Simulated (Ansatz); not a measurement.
# Residual resistivity of an alloy: Al(111) with 4 layers of random Al-Ti, 2x2

Aim: the residual resistivity of a random alloy, from Al(111) with 4 layers of random Al-Ti, 2x2 and longer regions.

Program: Ansatz 0.2.0. Level of theory: Ansatz plane-wave DFT, PBE, PAW files; ballistic transport by layer matching (Landauer), zero bias; PAW set soft_1. Results are calculated unless marked as measured.

## 1. The structure

The cell holds 40 atoms: 32 Al and 8 Ti. Cell: a = 5.725 Å, b = 5.725 Å, c = 23.429 Å, α = 93.5°, β = 86.5°, γ = 120.0°. It derives from Al. Regions: lead, 24 atoms (24 Al); scattering region, 16 atoms (8 Ti and 8 Al). The structure is stacked along c, and the current runs across the ab planes.

## 2. With 4 alloy layers

In 4 layers a share of 0.5 of the sites is given to Ti at random. The layers about the cell's end stay perfect and serve as the lead. Disorder leaves little or no symmetry, which makes such runs dear. Energies from -0.05 to 0.05 eV in steps of 0.05 eV are too few for the program's thermal sum, so it prints no conductance; for a metal the transmission near the Fermi level serves, at a fraction of the cost.

File input.yaml:

```yaml
crystal:
  lattice:
    - [5.7246940741, 0.0, 0.0]
    - [-2.862347037, 4.957730497, 0.0]
    - [1.4311735185, -0.8262884162, 23.3709656917]
  atoms:
    - { symbol: Al, position: [0.9916666667, 0.0083333333, 0.05] }
    - { symbol: Al, position: [0.9916666667, 0.5083333333, 0.05] }
    - { symbol: Al, position: [0.4916666667, 0.0083333333, 0.05] }
    - { symbol: Al, position: [0.4916666667, 0.5083333333, 0.05] }
    - { symbol: Al, position: [0.1416666667, 0.3583333333, 0.15] }
    - { symbol: Al, position: [0.1416666667, 0.8583333333, 0.15] }
    - { symbol: Al, position: [0.6416666667, 0.3583333333, 0.15] }
    - { symbol: Al, position: [0.6416666667, 0.8583333333, 0.15] }
    - { symbol: Al, position: [0.2916666667, 0.2083333333, 0.25] }
    - { symbol: Al, position: [0.2916666667, 0.7083333333, 0.25] }
    - { symbol: Al, position: [0.7916666667, 0.2083333333, 0.25] }
    - { symbol: Al, position: [0.7916666667, 0.7083333333, 0.25] }
    - { symbol: Ti, position: [0.9416666667, 0.0583333333, 0.35] }
    - { symbol: Al, position: [0.9416666667, 0.5583333333, 0.35] }
    - { symbol: Al, position: [0.4416666667, 0.0583333333, 0.35] }
    - { symbol: Al, position: [0.4416666667, 0.5583333333, 0.35] }
    - { symbol: Ti, position: [0.0916666667, 0.4083333333, 0.45] }
    - { symbol: Al, position: [0.0916666667, 0.9083333333, 0.45] }
    - { symbol: Ti, position: [0.5916666667, 0.4083333333, 0.45] }
    - { symbol: Ti, position: [0.5916666667, 0.9083333333, 0.45] }
    - { symbol: Ti, position: [0.2416666667, 0.2583333333, 0.55] }
    - { symbol: Al, position: [0.2416666667, 0.7583333333, 0.55] }
    - { symbol: Al, position: [0.7416666667, 0.2583333333, 0.55] }
    - { symbol: Al, position: [0.7416666667, 0.7583333333, 0.55] }
    - { symbol: Ti, position: [0.8916666667, 0.1083333333, 0.65] }
    - { symbol: Ti, position: [0.8916666667, 0.6083333333, 0.65] }
    - { symbol: Al, position: [0.3916666667, 0.1083333333, 0.65] }
    - { symbol: Ti, position: [0.3916666667, 0.6083333333, 0.65] }
    - { symbol: Al, position: [0.0416666667, 0.4583333333, 0.75] }
    - { symbol: Al, position: [0.0416666667, 0.9583333333, 0.75] }
    - { symbol: Al, position: [0.5416666667, 0.4583333333, 0.75] }
    - { symbol: Al, position: [0.5416666667, 0.9583333333, 0.75] }
    - { symbol: Al, position: [0.1916666667, 0.3083333333, 0.85] }
    - { symbol: Al, position: [0.1916666667, 0.8083333333, 0.85] }
    - { symbol: Al, position: [0.6916666667, 0.3083333333, 0.85] }
    - { symbol: Al, position: [0.6916666667, 0.8083333333, 0.85] }
    - { symbol: Al, position: [0.8416666667, 0.1583333333, 0.95] }
    - { symbol: Al, position: [0.8416666667, 0.6583333333, 0.95] }
    - { symbol: Al, position: [0.3416666667, 0.1583333333, 0.95] }
    - { symbol: Al, position: [0.3416666667, 0.6583333333, 0.95] }
kpoints:
  mp_grid: { grid: [5, 5, 1] }
hamiltonian:
  xc: pbe
  pseudopotentials: { kind: paw, azcp: { folder: soft_1 } }
scf:
  occupations: { method: fermi_dirac, width: 0.1 }
output:
  transmission:
    leads: [[0, 4]]
    kmesh: [10, 10]
    e_range: [-0.05, 0.05]
    de: 0.05
  write_potential: true
  write_density: true
  volumetric_format: npy
```

Launch:

```
ansatz run input.yaml --threads 4 --pin off --max-ram 15360MiB --backend cpu --events-out ev --progress --plain --runs-dir out
```

Numbers of over 12 decimals in the logs are rounded to 6 here.

The program printed:

```text
Engine: ansatz 0.2.0, aarch64-unknown-linux-gnu
Pseudopotentials: kind: paw
Pseudopotential: Al, paw, valence charge 3, recommended cutoff 420 eV (normal), soft_1/Al.paw.azcp
Pseudopotential: Ti, paw, valence charge 12, recommended cutoff 420 eV (normal), soft_1/Ti.paw.azcp
Functional definition: PBE
  parameter kappa = 0.804
  parameter beta = 0.066725
  exchange = pbe_x(kappa = kappa, mu = beta*pi^2/3)
  correlation = pbe_c(beta = beta)
Crystal: 40 atoms, lattice volume = 663.303 Å³
Basis set: ecut = 420 eV, 13043 PW (Γ)
Bands: 136, of which v1, the nominal top of the filled ones, is band 96 counted from 1 (95 counted from 0)
Symmetry: 1 space group operations
Space group: P1 (ITA 1), of the structure as read, at distance tolerance 8.7e-5 Å
k-points: 13 of 25 (time reversal used)
Non-local potential: Al, projectors of the file, l = 0: 2, l = 1: 2, l = 2: 1
Non-local potential: Ti, projectors of the file, l = 0: 3, l = 1: 2, l = 2: 3, l = 3: 1
PAW form: soft (Blöchl's): semilocal exchange-correlation on the pseudo side does not see the compensation charge
PAW one-centre angular grid: Al, 110 points (default); XC on 64 Gauss nodes
PAW one-centre angular grid: Ti, 590 points (default); XC on 64 Gauss nodes
Initial density: superposition of atomic densities (chi_scale 0.1, normalization cell, long waves kept (reshape's long-wave potential 0.65 eV rms))
Initial wavefunctions: pseudopotential atomic-orbital guess
Functional: x = pbe(κ = 0.804, μ = 0.219515), c = pbe(β = 0.066725)
SCF iter   1: F=—  HF=-37225.116684 eV  |F-HF|=—  |Δ(HF+E_count)|=         —  Δρ=6.66e-2  dr2=1.49e3  ethr=3.10e-3  ⟨swp⟩=6.2  Hψ=7434  notcnv=0  defer=4
preconditioner: auto → Kerker (q_TF=auto, 2.219 Å⁻¹)  [metal: Δε(μ)=0.020 eV  Ē_g=5.030 eV  σ=0.100 eV  W_gap=0.05  n_scr=110 (ndim 8)  ℏωp=16.3 eV  f_vac=0.000  D(μ)=21.71/eV (n_scr^D=156)]
SCF iter   2: F=—  HF=-37211.672873 eV  |F-HF|=—  |Δ(HF+E_count)|=    1.34e1  Δρ=3.92e-2  dr2=5.85e2  ethr=3.10e-3  ⟨swp⟩=3.0  Hψ=2514  notcnv=0  defer=8
SCF iter   3: F=—  HF=-37203.170161 eV  |F-HF|=—  |Δ(HF+E_count)|=    8.50e0  Δρ=1.34e-2  dr2=6.70e0  ethr=3.10e-3  ⟨swp⟩=5.8  Hψ=5391  notcnv=0  defer=10
SCF iter   4: F=—  HF=-37202.930637 eV  |F-HF|=—  |Δ(HF+E_count)|=   2.40e-1  Δρ=3.31e-3  dr2=1.95e0  ethr=3.10e-3  ⟨swp⟩=4.2  Hψ=2581  notcnv=0  defer=1
SCF iter   5: F=—  HF=-37202.898810 eV  |F-HF|=—  |Δ(HF+E_count)|=   3.18e-2  Δρ=1.01e-3  dr2=1.75e-1  ethr=1.02e-3  ⟨swp⟩=1.7  Hψ=2081  notcnv=0
SCF iter   6: F=—  HF=-37202.895593 eV  |F-HF|=—  |Δ(HF+E_count)|=   3.22e-3  Δρ=3.64e-4  dr2=6.88e-3  ethr=9.11e-5  ⟨swp⟩=1.0  Hψ=1789  notcnv=0
SCF iter   7: F=—  HF=-37202.895402 eV  |F-HF|=—  |Δ(HF+E_count)|=   1.91e-4  Δρ=9.35e-5  dr2=5.20e-4  ethr=3.58e-6  ⟨swp⟩=1.0  Hψ=1768  notcnv=0
SCF iter   8: F=—  HF=-37202.895399 eV  |F-HF|=—  |Δ(HF+E_count)|=   2.06e-6  Δρ=1.88e-5  dr2=8.97e-6  ethr=2.71e-7  ⟨swp⟩=1.6  Hψ=1807  notcnv=0
SCF iter   9: F=—  HF=-37202.895456 eV  |F-HF|=—  |Δ(HF+E_count)|=   5.64e-5  Δρ=3.46e-6  dr2=1.23e-6  ethr=4.67e-9  ⟨swp⟩=2.0  Hψ=2225  notcnv=0
SCF iter  10: F=-37202.895456 eV  HF=-37202.895456 eV  |F-HF|=2.91e-8  |Δ(HF+E_count)|=   2.21e-8  Δρ=1.06e-6  dr2=3.06e-8  ethr=5.21e-11  ⟨swp⟩=9.1  Hψ=7039  notcnv=0
SCF 1 converged in 10 iterations: F = -37202.895456 eV  dr2 = 3.06e-8
  greatest PAW one-centre occupation: 0.999 electrons in one spin orbital (limit 2), on the Ti atom at site 16 (counted from 0), in its partial waves of l = 0
transmission: 159 of 1508 steps passed
transmission: 306 of 1508 steps passed
[...]
transmission: 1508 of 1508 steps passed
SCF converged after 10 iterations
Free energy (F): -37202.895456 eV
Harris-Foulkes:  -37202.895456 eV  (|F-HF|=2.91e-8)
Internal energy: -37202.037722 eV  (E = F + TS)
E sigma→0 (E₀):  -37202.466589 eV
Entropy (-TS):   -0.857733 eV (-21.443 meV/atom)
Fermi energy:    9.028519 eV
--- Per-component energies (eV) ---
  E_band       = -1221.258069
  E_kinetic    = 2968.775776
  E_local      = -33963.410437  (includes V_loc(G=0)·N_el)
  E_nonlocal   = 808.856229
  E_hartree    = 16282.486131
  E_xc         = -2135.478633
  E_vxc        = -2097.391011  (∫ρ·V_xc dr)
  E_paw        = -23359.885255  (= ΣΔE_a)
  E_vpaw       = -1503.031359  (= ΣTr[D̂ρ^β])
  E_aug_tail   = -0.000746  (compensation charges beyond the density's cutoff)
  E_ewald      = 2196.619212
  E_smearing   = -0.857733  (= −TS)
  E_closure    = 0.000000  (closes the sum)
  Σ components = -37202.895456   (vs F -37202.895456, Δ=0.00e0)
--- Band table (eV; the first three rows and the last of 13) ---
  k-point 0: bands = [... 92 lower, 8.2169, 8.3191, 8.3993, 8.4577, 8.5691, 8.6957, 8.7247, 8.7984, ... 36 higher]
  k-point 1: bands = [... 92 lower, 8.4406, 8.5553, 8.6012, 8.6638, 8.7228, 8.8401, 8.8902, 9.0196, ... 36 higher]
  k-point 2: bands = [... 92 lower, 8.9902, 9.0446, 9.0895, 9.1159, 9.1739, 9.2176, 9.2742, 9.3055, ... 36 higher]
  k-point 12: bands = [... 92 lower, 8.7633, 8.8445, 8.8853, 8.9792, 9.0634, 9.1429, 9.2122, 9.2589, ... 36 higher]
--- Transmission ---
  basis      : 253 plane waves across, 29 finite elements along
  points     : 52, standing for a mesh of 10 x 10
  energies   : 3 from -0.050000 to 0.050000 eV about the Fermi level, 0.050000 eV apart; the leads are filled to 0.000000 eV, and channels, transmission and decay are at 0.000000 eV
  crystal 0  : Al4, at the sites [0, 4], period 2.3371 Å, over 14.02 Å; its Hamiltonian steps by up to 35.0 meV: too much for a lead, lay more layers or, if its atoms are ordered, name the step of that order
    offset         : up to 0.0000 Å between an atom of the period and one for which it stands
    channels       : 5.530000e0 a spin
    conductance    : none, the energies end too early or step too widely for 300 K: set another output.transmission.e_range or a lower de, or, where they end at an eighth of basis.ecutwfc, a higher one
  junction   : crystal 0 to crystal 0, 0.70 to 21.73 Å
    transmission   : 1.114197e0 a spin
    conductance    : none, the energies end too early or step too widely for 300 K: set another output.transmission.e_range or a lower de, or, where they end at an eighth of basis.ecutwfc, a higher one
```

Wall time 5.7 min (4 threads of Arm Neoverse V2, shared host); peak memory 2.3 GiB; 19 min of CPU time.

Reading the cycles: dr2 is the Hartree energy of the density residual (eV), the measure of convergence; HF is the Harris–Foulkes estimate of the energy, which meets the free energy F at convergence.

Numbers from this step:

```yaml
free_energy: -37202.8955 eV
energy_at_zero_smearing: -37202.4666 eV
fermi_energy: 9.029 eV
cell_area: 28.38 Å²
transmission_per_spin_nearest_the_fermi_level: 1.114
open_channels_per_spin_nearest_the_fermi_level: 5.53
step_of_the_lead_s_potential: 35 meV
```

Per spin. Table of transmission, zone mean by energy, zero at the Fermi level:

```csv
energy (eV),"transmission, zone mean"
-0.0500,1.09
0.0000,1.11
0.0500,1.14
```

Per spin. The open channels, zone mean, lead by energy, zero at the Fermi level:

| energy (eV) | open channels, zone mean, lead |
| --- | --- |
| -0.0500 | 5.29 |
| 0.0000 | 5.53 |
| 0.0500 | 5.59 |

Transmission over k1 and k2. At 0.0000 eV from the Fermi level.

Ten even steps from '_' (0.74) to '@' (1.66):
```
++..__----::::**----
**....----::..::--**
##::..__::--==--::==
**==::--==**##++@@++
--++**--******--**++
**++@@++##**==--::==
##==::--==--::__..::
****--::..::----....
++----**::::----__..
::++==__##..##__==++
```
Columns: k1 (b1) from -0.5 to 0.4; rows upwards: k2 (b2) from -0.5 to 0.4.

Open channels over k1 and k2. At 0.0000 eV from the Fermi level.

Values, 10 rows by 10 columns:
```
5.00 6.00 6.00 7.00 6.00 6.00 5.00 3.00 4.00 3.00
4.00 6.00 5.00 7.00 7.00 5.00 6.00 4.00 4.00 4.00
4.00 7.00 7.00 7.00 7.00 7.00 7.00 7.00 4.00 3.00
5.00 6.00 7.00 7.00 6.00 6.00 7.00 7.00 6.00 5.00
4.00 6.00 5.00 7.00 6.00 7.00 6.00 7.00 5.00 6.00
5.00 5.00 6.00 7.00 7.00 6.00 6.00 7.00 7.00 6.00
4.00 3.00 4.00 7.00 7.00 7.00 7.00 7.00 7.00 7.00
4.00 4.00 4.00 4.00 6.00 5.00 7.00 7.00 5.00 6.00
5.00 3.00 4.00 3.00 5.00 6.00 6.00 7.00 6.00 6.00
4.00 5.00 4.00 4.00 5.00 4.00 5.00 4.00 4.00 5.00
```
Columns: k1 (b1) from -0.5 to 0.4; rows upwards: k2 (b2) from -0.5 to 0.4.

Over the solved energies the transmission per spin lies between 1.09 and 1.14, out of 5.47 channels of the lead on average (up to 5.59). The log calls the step of a lead's potential too much.

## 3. With 8 alloy layers

In 8 layers a share of 0.5 of the sites is given to Ti at random. A fresh draw is used; the growth of the resistance with length is what counts.

System of this step: Al(111) with 8 layers of random Al-Ti, 2x2. The cell holds 56 atoms: 40 Al and 16 Ti. Its edges and angles: a = 5.725 Å, b = 5.725 Å, c = 32.761 Å, α = 87.5°, β = 92.5°, γ = 120.0°. It derives from Al. Regions: lead, 24 atoms (24 Al); scattering region, 32 atoms (16 Al and 16 Ti). The structure is stacked along c, and the current runs across the ab planes.

File input.yaml:

```yaml
crystal:
  lattice:
    - [5.7246940741, 0.0, 0.0]
    - [-2.862347037, 4.957730497, 0.0]
    - [-1.4311735185, 0.8262884162, 32.7193519684]
  atoms:
    - { symbol: Al, position: [0.005952381, 0.994047619, 0.0357142857] }
    - { symbol: Al, position: [0.005952381, 0.494047619, 0.0357142857] }
    - { symbol: Al, position: [0.505952381, 0.994047619, 0.0357142857] }
    - { symbol: Al, position: [0.505952381, 0.494047619, 0.0357142857] }
    - { symbol: Al, position: [0.1845238095, 0.3154761905, 0.1071428571] }
    - { symbol: Al, position: [0.1845238095, 0.8154761905, 0.1071428571] }
    - { symbol: Al, position: [0.6845238095, 0.3154761905, 0.1071428571] }
    - { symbol: Al, position: [0.6845238095, 0.8154761905, 0.1071428571] }
    - { symbol: Al, position: [0.3630952381, 0.1369047619, 0.1785714286] }
    - { symbol: Al, position: [0.3630952381, 0.6369047619, 0.1785714286] }
    - { symbol: Al, position: [0.8630952381, 0.1369047619, 0.1785714286] }
    - { symbol: Al, position: [0.8630952381, 0.6369047619, 0.1785714286] }
    - { symbol: Al, position: [0.0416666667, 0.9583333333, 0.25] }
    - { symbol: Al, position: [0.0416666667, 0.4583333333, 0.25] }
    - { symbol: Al, position: [0.5416666667, 0.9583333333, 0.25] }
    - { symbol: Ti, position: [0.5416666667, 0.4583333333, 0.25] }
    - { symbol: Ti, position: [0.2202380952, 0.2797619048, 0.3214285714] }
    - { symbol: Al, position: [0.2202380952, 0.7797619048, 0.3214285714] }
    - { symbol: Ti, position: [0.7202380952, 0.2797619048, 0.3214285714] }
    - { symbol: Al, position: [0.7202380952, 0.7797619048, 0.3214285714] }
    - { symbol: Ti, position: [0.3988095238, 0.1011904762, 0.3928571429] }
    - { symbol: Ti, position: [0.3988095238, 0.6011904762, 0.3928571429] }
    - { symbol: Al, position: [0.8988095238, 0.1011904762, 0.3928571429] }
    - { symbol: Ti, position: [0.8988095238, 0.6011904762, 0.3928571429] }
    - { symbol: Al, position: [0.0773809524, 0.9226190476, 0.4642857143] }
    - { symbol: Al, position: [0.0773809524, 0.4226190476, 0.4642857143] }
    - { symbol: Al, position: [0.5773809524, 0.9226190476, 0.4642857143] }
    - { symbol: Ti, position: [0.5773809524, 0.4226190476, 0.4642857143] }
    - { symbol: Ti, position: [0.255952381, 0.244047619, 0.5357142857] }
    - { symbol: Ti, position: [0.255952381, 0.744047619, 0.5357142857] }
    - { symbol: Ti, position: [0.755952381, 0.244047619, 0.5357142857] }
    - { symbol: Ti, position: [0.755952381, 0.744047619, 0.5357142857] }
    - { symbol: Al, position: [0.4345238095, 0.0654761905, 0.6071428571] }
    - { symbol: Al, position: [0.4345238095, 0.5654761905, 0.6071428571] }
    - { symbol: Ti, position: [0.9345238095, 0.0654761905, 0.6071428571] }
    - { symbol: Ti, position: [0.9345238095, 0.5654761905, 0.6071428571] }
    - { symbol: Ti, position: [0.1130952381, 0.8869047619, 0.6785714286] }
    - { symbol: Al, position: [0.1130952381, 0.3869047619, 0.6785714286] }
    - { symbol: Al, position: [0.6130952381, 0.8869047619, 0.6785714286] }
    - { symbol: Al, position: [0.6130952381, 0.3869047619, 0.6785714286] }
    - { symbol: Al, position: [0.2916666667, 0.2083333333, 0.75] }
    - { symbol: Al, position: [0.2916666667, 0.7083333333, 0.75] }
    - { symbol: Ti, position: [0.7916666667, 0.2083333333, 0.75] }
    - { symbol: Ti, position: [0.7916666667, 0.7083333333, 0.75] }
    - { symbol: Al, position: [0.4702380952, 0.0297619048, 0.8214285714] }
    - { symbol: Al, position: [0.4702380952, 0.5297619048, 0.8214285714] }
    - { symbol: Al, position: [0.9702380952, 0.0297619048, 0.8214285714] }
    - { symbol: Al, position: [0.9702380952, 0.5297619048, 0.8214285714] }
    - { symbol: Al, position: [0.1488095238, 0.8511904762, 0.8928571429] }
    - { symbol: Al, position: [0.1488095238, 0.3511904762, 0.8928571429] }
    - { symbol: Al, position: [0.6488095238, 0.8511904762, 0.8928571429] }
    - { symbol: Al, position: [0.6488095238, 0.3511904762, 0.8928571429] }
    - { symbol: Al, position: [0.3273809524, 0.1726190476, 0.9642857143] }
    - { symbol: Al, position: [0.3273809524, 0.6726190476, 0.9642857143] }
    - { symbol: Al, position: [0.8273809524, 0.1726190476, 0.9642857143] }
    - { symbol: Al, position: [0.8273809524, 0.6726190476, 0.9642857143] }
kpoints:
  mp_grid: { grid: [5, 5, 1] }
hamiltonian:
  xc: pbe
  pseudopotentials: { kind: paw, azcp: { folder: soft_1 } }
scf:
  occupations: { method: fermi_dirac, width: 0.1 }
output:
  transmission:
    leads: [[0, 4]]
    kmesh: [10, 10]
    e_range: [-0.05, 0.05]
    de: 0.05
  write_potential: true
  write_density: true
  volumetric_format: npy
```

The program printed:

```text
[...]
Crystal: 56 atoms, lattice volume = 928.624 Å³
Basis set: ecut = 420 eV, 18271 PW (Γ)
Bands: 212, of which v1, the nominal top of the filled ones, is band 156 counted from 1 (155 counted from 0)
Symmetry: 1 space group operations
[...]
k-points: 13 of 25 (time reversal used)
[...]
SCF iter   1: F=—  HF=-61545.135080 eV  |F-HF|=—  |Δ(HF+E_count)|=         —  Δρ=7.69e-2  dr2=6.13e3  ethr=3.10e-3  ⟨swp⟩=6.8  Hψ=11321  notcnv=0
[...]
SCF iter  10: F=-61503.253870 eV  HF=-61503.253870 eV  |F-HF|=8.27e-8  |Δ(HF+E_count)|=   5.99e-9  Δρ=1.28e-6  dr2=8.67e-8  ethr=3.21e-11  ⟨swp⟩=12.2  Hψ=13488  notcnv=0
SCF 1 converged in 10 iterations: F = -61503.253870 eV  dr2 = 8.67e-8
[...]
transmission: 222 of 2132 steps passed
transmission: 432 of 2132 steps passed
[...]
transmission: 2132 of 2132 steps passed
SCF converged after 10 iterations
Free energy (F): -61503.253870 eV
[...]
Internal energy: -61501.850830 eV  (E = F + TS)
E sigma→0 (E₀):  -61502.552350 eV
Entropy (-TS):   -1.403040 eV (-25.054 meV/atom)
Fermi energy:    9.521212 eV
[...]
--- Band table (eV; the first three rows and the last of 13) ---
  k-point 0: bands = [... 152 lower, 8.9703, 9.0448, 9.1062, 9.1843, 9.1892, 9.3049, 9.3219, 9.3567, ... 52 higher]
  k-point 1: bands = [... 152 lower, 9.1736, 9.2225, 9.2737, 9.3085, 9.3432, 9.3819, 9.4391, 9.5183, ... 52 higher]
  k-point 2: bands = [... 152 lower, 9.4994, 9.5053, 9.5337, 9.5874, 9.6616, 9.6940, 9.7214, 9.7654, ... 52 higher]
  k-point 12: bands = [... 152 lower, 9.3598, 9.4008, 9.4423, 9.4949, 9.5456, 9.5626, 9.6078, 9.6617, ... 52 higher]
--- Transmission ---
  basis      : 253 plane waves across, 41 finite elements along
  points     : 52, standing for a mesh of 10 x 10
[...]
channels       : 5.590000e0 a spin
[...]
junction   : crystal 0 to crystal 0, 0.70 to 31.08 Å
    transmission   : 9.403040e-1 a spin
[...]
```

It took 9 min on 4 threads; peak memory 4.5 GiB; 30 min of CPU time.

This step gave:

- free energy: -61503.2539 eV
- energy at zero smearing: -61502.5523 eV
- Fermi energy: 9.521 eV
- transmission per spin nearest the Fermi level: 0.9403
- open channels per spin nearest the Fermi level: 5.59
- step of the lead's potential: 34.6 meV

Per spin. Table of transmission, zone mean by energy, zero at the Fermi level:

```csv
energy (eV),"transmission, zone mean"
-0.0500,0.905
0.0000,0.940
0.0500,0.972
```

Over the solved energies the transmission per spin lies between 0.905 and 0.972, out of 5.48 channels of the lead on average (up to 5.59). The log calls the step of a lead's potential too much.

(Part 1 of 2 ends here.)

[Logs are printed without paths, hosts, clocks, repeated set-up lines and the standing remarks that a program may print on its own settings, such as how far it seeks lower states.]

[Hosts, paths, dates, database ids (printed as entryN), source tags and the programs' standing remarks are cut or masked in the printed files.]
